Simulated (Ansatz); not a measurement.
The system is Bi2Te2Se.

```
Bi Te Se
1.0
     2.16097    1.24764   10.58557
    -2.16097    1.24764   10.58557
     0.00000   -2.49527   10.58557
Bi Te Se
2 2 1
Cartesian
  0.0000 0.0000 12.4398
  0.0000 0.0000 19.3169
  0.0000 0.0000 24.7831
  0.0000 0.0000 6.9736
  0.0000 0.0000 0.0000
```

The cell is a database's computed one.

* Program: Ansatz 0.2.0
* Task: single point
* Functional: PBEsol
* Potentials or basis: Ansatz PAW
* Cutoff: 420 eV (not typed: the program's choice for these potentials)
* k mesh: 7 × 7 × 7
* Occupations: fermi-dirac, width 0.05 eV
* Spin: no spin polarisation

On this cell: pressure -1.5 GPa; largest force 0.050 eV/Å; band gap on the k mesh 0.41 eV, direct.

The same run follows on a disturbed copy (atoms moved at random, drawn with an rms of 0.05 Å):

```xyz
5
Lattice="2.1610 1.2476 10.5856 -2.1610 1.2476 10.5856 0.0000 -2.4953 10.5856" Properties=species:S:1:pos:R:3 pbc="T T T"
Bi    0.0180    0.0232   12.4398
Bi    0.0157    0.0291   19.2755
Te    0.0077   -0.0170   24.8027
Te   -0.0250   -0.0080    6.9533
Se   -0.0112   -0.0271    0.0267
```

Problem. What changes?

Solution. The energy moves by +3.3 meV/atom; pressure -1.6 GPa; largest force 0.326 eV/Å; band gap on the k mesh 0.42 eV, direct.

Forces on the atoms (eV/Å):
```
Bi  -0.012 -0.084  0.051
Bi  -0.103 -0.077  0.300
Te  -0.018  0.063 -0.109
Te   0.119  0.056 -0.068
Se   0.013  0.042 -0.174
```

Stress tensor (GPa, compression positive):
```
-1.51  0.15 -0.29
 0.15 -1.51  0.01
-0.29  0.01 -1.72
```

Caveats: odd divisions of the mesh miss points on the zone boundary, where band edges often lie, so the gap on the mesh can be too wide; spin-orbit coupling is left out, which as a rule narrows the gap of such compounds by several tenths of an eV; the PAW data sets come from PBE, with cores solved anew for the run's functional, which leaves a small shift of forces and pressure.

A k mesh can miss the band edges.
